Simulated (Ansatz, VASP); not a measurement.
## CdSe in VASP and in Ansatz

```
CELL_PARAMETERS angstrom
0.00000 3.07027 3.07027
3.07027 0.00000 3.07027
3.07027 3.07027 0.00000
ATOMIC_POSITIONS crystal
Cd 0.00000 0.00000 0.00000
Se 0.25000 0.25000 0.25000
```

Measurements of this composition are mostly on another form, of space group No. 186.

Alike in both runs: functional PBE; k mesh 6 × 6 × 6; occupations fermi-dirac, width 0.05 eV; non-collinear spin, spin-orbit coupling.

```csv
,VASP,Ansatz
version,VASP 6.6.1,Ansatz 0.2.0
potentials or method,"VASP PAW PBE potentials, release 64 (Cd, Se), cutoff 520 eV","all-electron LAPW, relativistic spinors"
task,single point,band structure
```

```csv
,VASP,Ansatz,Ansatz less VASP
gap on the k mesh at the Fermi level (eV),0.43,0.43,+0.001
least direct gap on the mesh (eV),0.43,0.43,+0.001
pressure (GPa),1.6,1.3,-0.29
net moment per atom (μB),0.00,0.00,0.000
```

Ansatz ran all-electron here, so the differences hold the error of VASP's frozen core and of both bases.
